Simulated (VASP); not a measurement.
# TiN (Fm-3m) in VASP: band structure with PBE0

Aim: the band structure of TiN with PBE0.

Everything below comes from runs of VASP 6.6.1. Logs are shortened: lines on timing, memory, paths and dates and some standing lists are left out, and cuts for length are marked.

### Step 1. The structure

Symmetry: Fm-3m, No. 225, cubic system. Conventional cell: a = 4.206 Å, b = 4.206 Å, c = 4.206 Å, α = 90.00°, β = 90.00°, γ = 90.00°. Ti (site symmetry m-3m) has 6 N at 2.10 Å as nearest neighbours. N (site symmetry m-3m) has 6 Ti at 2.10 Å as nearest neighbours.

### Step 2. Band structure, PBE0

POSCAR

```
TiN                                     
1.0
    0.0000000000      2.1031001969      2.1031001969
    2.1031001969      0.0000000000      2.1031001969
    2.1031001969      2.1031001969      0.0000000000
  Ti              N             
     1     1
Direct
     0.0000000000000000    0.0000000000000000    0.0000000000000000
     0.5000000000000000    0.5000000000000000    0.5000000000000000
```

INCAR.step1

```
SYSTEM = TiN
PREC = Accurate
ENCUT = 520
EDIFF = 1E-5
ISMEAR = 0
SIGMA = 0.02
LREAL = .FALSE.
LASPH = .TRUE.
NELM = 60
ALGO = Normal
ISIF = 2
LWAVE = .TRUE.
LCHARG = .FALSE.
LMAXMIX = 4
KPAR = 4
GGA = PE
```

INCAR.step2

```
SYSTEM = TiN
PREC = Accurate
ENCUT = 520
EDIFF = 1E-7
ISMEAR = 0
SIGMA = 0.02
LREAL = .FALSE.
LASPH = .TRUE.
NELM = 60
ALGO = Normal
ISIF = 2
LWAVE = .FALSE.
LCHARG = .FALSE.
LMAXMIX = 4
GGA = PE
LHFCALC = .TRUE.
AEXX = 0.25
PRECFOCK = Fast
HFRCUT = -1
KPAR = 4
ISTART = 1
```

KPOINTS

```
Automatic mesh
0
G
  8 8 8
  0 0 0
```

KPOINTS_OPT

```
path GXWKGLUWLK,UX
12
line-mode
reciprocal
 0.0000000000  0.0000000000  0.0000000000  G
 0.5000000000  0.0000000000  0.5000000000  X

 0.5000000000  0.0000000000  0.5000000000  X
 0.5000000000  0.2500000000  0.7500000000  W

 0.5000000000  0.2500000000  0.7500000000  W
 0.3750000000  0.3750000000  0.7500000000  K

 0.3750000000  0.3750000000  0.7500000000  K
 0.0000000000  0.0000000000  0.0000000000  G

 0.0000000000  0.0000000000  0.0000000000  G
 0.5000000000  0.5000000000  0.5000000000  L

 0.5000000000  0.5000000000  0.5000000000  L
 0.6250000000  0.2500000000  0.6250000000  U

 0.6250000000  0.2500000000  0.6250000000  U
 0.5000000000  0.2500000000  0.7500000000  W

 0.5000000000  0.2500000000  0.7500000000  W
 0.5000000000  0.5000000000  0.5000000000  L

 0.5000000000  0.5000000000  0.5000000000  L
 0.3750000000  0.3750000000  0.7500000000  K

 0.6250000000  0.2500000000  0.6250000000  U
 0.5000000000  0.0000000000  0.5000000000  X
```

Potentials or basis: VASP PAW PBE potentials, release 64 (Ti_sv, N).

Run with:

```
cat potpaw_PBE.64/Ti_sv/POTCAR potpaw_PBE.64/N/POTCAR > POTCAR
cp INCAR.step1 INCAR
mpirun -np 4 vasp_std > vasp.out
cp INCAR.step2 INCAR
mpirun -np 4 vasp_std > vasp.out
```

OUTCAR:

```text
SYSTEM = TiN
   PREC = Accurate
   ENCUT = 520
   EDIFF = 1E-7
   ISMEAR = 0
   LREAL = .FALSE.
   LASPH = .TRUE.
   NELM = 60
   ISIF = 2
   GGA = PE
   LHFCALC = .TRUE.
   AEXX = 0.25
   PRECFOCK = Fast
   ISTART = 1

 ion  position               nearest neighbor table
   1  0.000  0.000  0.000-   2 2.10   2 2.10   2 2.10   2 2.10   2 2.10   2 2.10
   2  0.500  0.500  0.500-   1 2.10   1 2.10   1 2.10   1 2.10   1 2.10   1 2.10

  LATTYP: Found a face centered cubic cell.
 ALAT       =     4.2062003938

  Lattice vectors:

 A1 = (   0.0000000000,   2.1031001969,   2.1031001969)
 A2 = (   2.1031001969,   0.0000000000,   2.1031001969)
 A3 = (   2.1031001969,   2.1031001969,   0.0000000000)

Analysis of symmetry for initial positions (statically):
=====================================================================
 Subroutine PRICEL returns:
 Original cell was already a primitive cell.

 Routine SETGRP: Setting up the symmetry group for a
 face centered cubic supercell.

 Subroutine GETGRP returns: Found 48 space group operations
 (whereof 48 operations were pure point group operations)
 out of a pool of 48 trial point group operations.

The static configuration has the point symmetry O_h .

Analysis of symmetry for dynamics (positions and initial velocities):
=====================================================================
 Subroutine PRICEL returns:
 Original cell was already a primitive cell.

 Routine SETGRP: Setting up the symmetry group for a
 face centered cubic supercell.

 Subroutine GETGRP returns: Found 48 space group operations
 (whereof 48 operations were pure point group operations)
 out of a pool of 48 trial point group operations.

The dynamic configuration has the point symmetry O_h .

 Subroutine INISYM returns: Found 48 space group operations
 (whereof 48 operations are pure point group operations),
 and found     1 'primitive' translations

----------------------------------------------------------------------------------------

                                     Primitive cell

  volume of cell :      18.6042

  direct lattice vectors                    reciprocal lattice vectors
     0.000000000  2.103100197  2.103100197    -0.237744260  0.237744260  0.237744260
     2.103100197  0.000000000  2.103100197     0.237744260 -0.237744260  0.237744260
     2.103100197  2.103100197  0.000000000     0.237744260  0.237744260 -0.237744260

  length of vectors
     2.974232821  2.974232821  2.974232821     0.411785138  0.411785138  0.411785138

  position of ions in fractional coordinates (direct lattice)
     0.000000000  0.000000000  0.000000000
     0.500000000  0.500000000  0.500000000

  ion indices of the primitive-cell ions
   primitive index   ion index
                 1           1
                 2           2

----------------------------------------------------------------------------------------

 KPOINTS: Automatic mesh

Automatic generation of k-mesh.
 Grid dimensions read from file:
 generate k-points for:    8    8    8

 Generating k-lattice:

  Cartesian coordinates                     Fractional coordinates (reciprocal lattice)
    -0.029718032  0.029718032  0.029718032     0.125000000  0.000000000  0.000000000
     0.029718032 -0.029718032  0.029718032     0.000000000  0.125000000  0.000000000
     0.029718032  0.029718032 -0.029718032     0.000000000  0.000000000  0.125000000

  Length of vectors
     0.051473142  0.051473142  0.051473142

  Shift w.r.t. Gamma in fractional coordinates (k-lattice)
     0.000000000  0.000000000  0.000000000

 Subroutine IBZKPT returns following result:
 ===========================================

 Found     29 irreducible k-points:

 Following reciprocal coordinates:
            Coordinates               Weight
  0.000000  0.000000  0.000000      1.000000
  0.125000  0.000000  0.000000      8.000000
  0.250000  0.000000  0.000000      8.000000
  0.375000  0.000000  0.000000      8.000000
  0.500000  0.000000  0.000000      4.000000
  0.125000  0.125000  0.000000      6.000000
[... 16 lines left out ...]
  0.500000  0.250000  0.125000     48.000000
 -0.375000  0.250000  0.125000     24.000000
 [... further k-points ...]
   k-points           NKPTS =     29   k-points in BZ     NKDIM =    512   number of bands    NBANDS=     12
   number of dos      NEDOS =    301   number of ions     NIONS =      2
   total plane-waves  NPLWV =  13824
   dimension x,y,z NGX =    24 NGY =   24 NGZ =   24
   dimension x,y,z NGXF=    48 NGYF=   48 NGZF=   48
   ions per type =               1   1
   NGX,Y,Z   is equivalent  to a cutoff of  13.41, 13.41, 13.41 a.u.
   NGXF,Y,Z  is equivalent  to a cutoff of  26.83, 26.83, 26.83 a.u.
 SYSTEM =  TiN
   PREC   = accura    normal or accurate (medium, high low for compatibility)
   ISTART =      1    job   : 0-new  1-cont  2-samecut
   ICHARG =      0    charge: 1-file 2-atom 10-const
   ISPIN  =      1    spin polarized calculation?
   LNONCOLLINEAR =      F non collinear calculations
   LSORBIT =      F    spin-orbit coupling
   LASPH  =      T    aspherical Exc in radial PAW
   ENCUT  =  520.0 eV  38.22 Ry    6.18 a.u.   5.53  5.53  5.53*2*pi/ulx,y,z
   NELM   =     60;   NELMIN=  2; NELMDL=  0     # of ELM steps
   EDIFF  = 0.1E-06   stopping-criterion for ELM
   LREAL  =      F    real-space projection
   EDIFFG = 0.1E-05   stopping-criterion for IOM
   NSW    =      0    number of steps for IOM
   IBRION =     -1    ionic relax: 0-MD 1-quasi-New 2-CG
   NFREE  =      0    steps in history (QN), initial steepest desc. (CG)
   ISIF   =      2    stress and relaxation
   ISYM   =      3    0-nonsym 1-usesym 2-fastsym
   POTIM  = 0.5000    time-step for ionic-motion
   TEBEG  =    0.0;   TEEND  =   0.0 temperature during run
   PSTRESS=    0.0 pullay stress
   NELECT =      17.0000    total number of electrons
   NUPDOWN=      -1.0000    fix difference up-down
   EMIN   =  10.00;   EMAX   =-10.00  energy-range for DOS
   EFERMI =   0.00;   METHOD = LEGACY
   ISMEAR =     0;   SIGMA  =   0.02  broadening in eV -4-tet -1-fermi 0-gaus
   EFERMI_NEDOS =   21; number of points for ismear=-14 and -15
   IALGO  =     38    algorithm
   IMIX   =      1    mixing-type and parameters
     AMIX     =   0.40;   BMIX     =  1.00
     AMIX_MAG =   1.60;   BMIX_MAG =  1.00
  volume/ion in A,a.u.               =       9.30        62.77
  Fermi-wavevector in a.u.,A,eV,Ry     =   1.588624  3.002064 34.337389  2.523727
  Thomas-Fermi vector in A             =   2.687599
   LORBIT       =      0    0 simple, 1 ext, 2 COOP (PROOUT), +10 PAW based schemes
   GGA     = PE    functional components
   LHFCALC =     T    Hartree Fock is set to
   PRECFOCK=fast      Normal, Fast or Accurate (Low or Medium for compatibility)
   ENCUT4O =  -1.0   cutoff for four orbital integrals eV
   NKREDX  =     1    reduce k-point grid by
   NKREDY  =     1    reduce k-point grid by
   NKREDZ  =     1    reduce k-point grid by
   AEXX    =    0.2500 exact exchange contribution
   HFSCREEN=    0.0000 screening length (either q_TF or 0.3 A-1)
   HFSCREENC=   0.0000 screening length for correlation (either q_TF or 0.3 A-1)
   ENCUTFOCK=  -1.0 apply spherical cutoff to Coloumb kernel
   IVDW    =     0    specifies the selected vdW correction
   LEPSILON=     F    determine dielectric tensor
   LRPA    =     F    only Hartree local field effects (RPA)
 non-spin polarized calculation
 Gauss-broadening in eV      SIGMA  =   0.02
  energy-cutoff  :      520.00
  volume of cell :       18.60
 maximum number of plane-waves:       531
 NGX is ok and might be reduce to    24
  NGX = 14; NGY = 14; NGZ = 14

 number of electron      16.9999999 magnetization

 Free energy of the ion-electron system (eV)
  ---------------------------------------------------
  ext. energy  EPLUGINS =         0.00000000
  ---------------------------------------------------
  free energy    TOTEN  =       -25.00299969 eV

  energy without entropy =      -25.00259316  energy(sigma->0) =      -25.00279643

 E-fermi :  12.2851     XC(G=0): -10.3495

 val. band max:       12.0334507468   @ k =   0.3750   0.1250   0.0000
 cond. band min:      12.3046572114   @ k =  -0.3750   0.3750   0.1250
 fundamental gap:      0.2712064646
 Fermi energy:        12.2850987209

 k-point     1 :       0.0000    0.0000    0.0000
  band No.  band energies     occupation
      1     -51.3351      2.00000
      2     -25.6270      2.00000
      3     -25.6270      2.00000
      4     -25.6270      2.00000
      5      -8.1956      2.00000
      6       8.8299      2.00000
      7       8.8299      2.00000
      8       8.8299      2.00000
      9      11.0067      2.00000
     10      11.0067      2.00000
     11      11.0067      2.00000
     12      13.3583      0.00000

 k-point     2 :       0.1250    0.0000    0.0000
  band No.  band energies     occupation
      1     -51.3182      2.00000
      2     -25.7464      2.00000
      3     -25.6352      2.00000
      4     -25.6352      2.00000
      5      -7.8568      2.00000
      6       7.2422      2.00000
      7       7.7537      2.00000
      8       7.7537      2.00000
      9      11.6188      2.00000
     10      11.6188      2.00000
     11      11.9274      2.00000
     12      14.6243      0.00000

 k-point     3 :       0.2500    0.0000    0.0000
  band No.  band energies     occupation
      1     -51.2780      2.00000
      2     -26.0290      2.00000
      3     -25.6576      2.00000
      4     -25.6576      2.00000
      5      -6.9600      2.00000
      6       4.7484      2.00000
      7       6.2232      2.00000
      8       6.2232      2.00000
      9      13.0453      0.00000
     10      13.0453      0.00000
     11      13.2651      0.00000
     12      16.8095      0.00000
[... 286 lines left out ...]
 k-point    23 :       0.5000    0.2500    0.1250
  band No.  band energies     occupation
      1     -51.2140      2.00000
      2     -26.2173      2.00000
      3     -25.8683      2.00000
      4     -25.7309      2.00000
      5      -5.9789      2.00000
      6       3.1683      2.00000
      7       5.1451      2.00000
      8       5.5423      2.00000
      9      12.6150      0.00000
     10      14.8757      0.00000
     11      15.2703      0.00000
     12      16.6146      0.00000

 k-point    24 :      -0.3750    0.2500    0.1250
  band No.  band energies     occupation
      1     -51.2006      2.00000
      2     -26.2800      2.00000
      3     -25.8851      2.00000
      4     -25.7540      2.00000
      5      -5.7194      2.00000
      6       2.8929      2.00000
      7       4.8352      2.00000
      8       5.2433      2.00000
      9      13.8903      0.00000
     10      14.2973      0.00000
     11      15.4028      0.00000
     12      17.6666      0.00000

 [... further k-points ...]
[... 5 lines left out ...]
  --------------------------------------------------------------------------------------
  -------------------------------------------------------------------------------------
  Total        0.0546574      0.0546574      0.0546574      0.0000000      0.0000000      0.0000000
  in kB        4.7070575      4.7070575      4.7070575      0.0000000      0.0000000      0.0000000
  external PRESSURE =       4.7070575 kB  Pullay stress =       0.0000000 kB

 VOLUME and BASIS-vectors are now :
 -----------------------------------------------------------------------------
  energy-cutoff  :      520.00
  volume of cell :       18.60
      direct lattice vectors                 reciprocal lattice vectors
     0.000000000  2.103100197  2.103100197    -0.237744260  0.237744260  0.237744260
     2.103100197  0.000000000  2.103100197     0.237744260 -0.237744260  0.237744260
     2.103100197  2.103100197  0.000000000     0.237744260  0.237744260 -0.237744260

 POSITION                                       TOTAL-FORCE (eV/Angst)
 -----------------------------------------------------------------------------------
      0.00000      0.00000      0.00000         0.000000      0.000000      0.000000
      2.10310      2.10310      2.10310        -0.000000     -0.000000     -0.000000
 -----------------------------------------------------------------------------------
    total drift:                                0.000000      0.000000      0.000000

  FREE ENERGIE OF THE ION-ELECTRON SYSTEM (eV)
  ---------------------------------------------------
  free  energy   TOTEN  =       -25.0029996929 eV

  energy  without entropy=      -25.0025931609  energy(sigma->0) =      -25.00279643
```

It took 51 min on 4 MPI ranks of Intel Xeon Platinum 8488C (Sapphire Rapids), shared host; peak memory 0.21 GiB.

What came out:

| Item | Value |
| --- | --- |
| Free energy | -25.0030 eV |
| Pressure | 0.5 GPa |
| Band gap along the path | none (metal or under the smearing width) |

Levels at the corners of the path, in eV from the Fermi level:
```tsv
point	band 7	band 8	band 9	band 10	band 11	band 12
Γ	-3.46	-3.46	-1.28	-1.28	-1.28	1.07
X	-4.91	-4.91	-4.32	2.39	3.34	3.34
X	-4.91	-4.91	-4.32	2.39	3.34	3.34
W	-7.49	-7.33	1.37	1.37	3.34	4.19
W	-7.49	-7.33	1.37	1.37	3.34	4.19
K	-7.78	-6.27	-0.91	2.85	3.21	4.78
K	-7.78	-6.27	-0.91	2.85	3.21	4.79
Γ	-3.46	-3.46	-1.28	-1.28	-1.28	1.07
Γ	-3.46	-3.46	-1.28	-1.28	-1.28	1.07
L	-7.45	-7.45	2.49	2.49	3.23	6.59
L	-7.45	-7.45	2.49	2.49	3.23	6.60
U	-7.78	-6.27	-0.91	2.85	3.21	4.71
U	-7.78	-6.27	-0.91	2.85	3.21	4.76
W	-7.49	-7.33	1.37	1.37	3.34	4.19
W	-7.49	-7.33	1.37	1.37	3.34	4.19
L	-7.45	-7.45	2.49	2.49	3.23	6.59
L	-7.45	-7.45	2.49	2.49	3.23	6.59
K	-7.78	-6.27	-0.91	2.85	3.21	4.72
U	-7.78	-6.27	-0.91	2.85	3.21	4.71
X	-4.91	-4.91	-4.32	2.39	3.34	3.34
```

Caveat: the PAW data sets were made with another functional, which shifts forces and pressure a little.
